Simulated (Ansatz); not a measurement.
# CoO: response to strain

CoO is deformed so: zz strain of +2 %. What stress and forces result, by LAPW, PAW and all-electron datasets made for the crystal?

Program: Ansatz 0.2.0. Level of theory: DFT PBE, scalar-relativistic. These are calculated values, not measurements.

### 1 The starting structure

The structure is cubic, space group Fm-3m (No. 225). The conventional cell has a = 4.263 Å, b = 4.263 Å, c = 4.263 Å, α = 90.00°, β = 90.00°, γ = 90.00°. Co (site symmetry m-3m) has 6 O at 2.13 Å as nearest neighbours. O (site symmetry m-3m) has 6 Co at 2.13 Å as nearest neighbours.

Structure file:

```cif
data_structure
_symmetry_space_group_name_H-M 'Fm-3m'
_symmetry_Int_Tables_number 225
_cell_length_a 4.2630
_cell_length_b 4.2630
_cell_length_c 4.2630
_cell_angle_alpha 90.000
_cell_angle_beta 90.000
_cell_angle_gamma 90.000
_cell_volume 77.47
loop_
_atom_site_label
_atom_site_type_symbol
_atom_site_symmetry_multiplicity
_atom_site_Wyckoff_symbol
_atom_site_fract_x
_atom_site_fract_y
_atom_site_fract_z
_atom_site_occupancy
Co1 Co 4 a 0.00000 0.00000 0.00000 1
O1 O 4 b 0.50000 0.00000 0.00000 1
```

The file gives the conventional cell by its symmetry; the runs use the cell typed in the input.

Atoms are numbered in the order of the input: Co1, O2.

### 2 After the deformation

Space group Fm-3m before, I4/mmm after.

### 3 Full-potential LAPW

Input file input.yaml:

```yaml
crystal:
  lattice:
    - [0.0, 2.1315, 2.17413]
    - [2.1315, 0.0, 2.17413]
    - [2.1315, 2.1315, 0.0]
  atoms:
    - { symbol: Co, position: [0.0, 0.0, 0.0], spin: 2.0 }
    - { symbol: O, position: [0.5, 0.5, 0.5] }
magnetization:
  spin_polarized: true
kpoints:
  mp_grid: { grid: [16, 16, 16] }
  band_path:
    path:
      - [0.0, 0.0, 0.0]
      - [0.0, 0.5, 0.5]
      - [0.25, 0.75, 0.5]
      - [0.0, 0.5, 0.0]
      - [0.0, 0.0, 0.0]
      - [0.5, 0.5, 0.0]
      - [0.3701460977, 0.6298539023, 0.0]
      - [-0.3701460977, 0.3701460977, 0.0]
      - [0.0, 0.0, 0.0]
    npoints: 5
scf:
  occupations: { method: fermi_dirac, width: 0.05 }
hamiltonian:
  xc: pbe
  pseudopotentials: { kind: all_electron, lapw: { basis_error: 0.0005 } }
output:
  forces: true
  stress: true
  eigenvalues: true
```

Started as:

```sh
ansatz run input.yaml --threads 1 --pin off --max-ram 3072MiB --backend cpu --events-out ev --progress --plain --runs-dir out
```

### 4 PAW with frozen cores

Input file input.yaml:

```yaml
crystal:
  lattice:
    - [0.0, 2.1315, 2.17413]
    - [2.1315, 0.0, 2.17413]
    - [2.1315, 2.1315, 0.0]
  atoms:
    - { symbol: Co, position: [0.0, 0.0, 0.0], spin: 2.0 }
    - { symbol: O, position: [0.5, 0.5, 0.5] }
magnetization:
  spin_polarized: true
kpoints:
  mp_grid: { grid: [16, 16, 16] }
scf:
  occupations: { method: fermi_dirac, width: 0.05 }
hamiltonian:
  xc: pbe
  pseudopotentials: { kind: paw }
output:
  forces: true
  stress: true
  eigenvalues: true
  efg: { contact_densities: true }
  write_density: true
  write_potential: true
  elf: true
  volumetric_format: npy
```

### 5 Datasets made for this crystal

Changes to input.yaml since step 4:

```diff
@@ -16,3 +16,3 @@
   xc: pbe
-  pseudopotentials: { kind: paw }
+  pseudopotentials: { kind: all_electron, datasets: crystal }
 output:
@@ -22,5 +22 @@
   efg: { contact_densities: true }
-  write_density: true
-  write_potential: true
-  elf: true
-  volumetric_format: npy
```

(Steps that only read results are left out.)

Q: Predict the outcome of this session. Wanted: pressure; largest shear or deviatoric stress.

The runs gave:

| quantity | value |
| --- | --- |
| pressure | LAPW -4.93, PAW -4.89, crystal datasets -4.94 GPa |
| largest shear or deviatoric stress (LAPW) | 0.19 GPa |

**Reading.** The largest part of the stress beyond the pressure is 0.19 GPa in size, in the zz component; the atoms are carried along and not relaxed. No run of the undeformed cell stands beside it, so the pressure holds what the given cell had before the change. PAW: stress within 0.22 GPa of LAPW. Crystal datasets: stress within 0.01 GPa of LAPW. Other magnetic orders may lie lower; this is the state that the run reached. With one magnetic atom in the cell only ferromagnetic order fits; the real order can differ. No U acts on the open 3d shell, so the metal found here may be the functional's error.
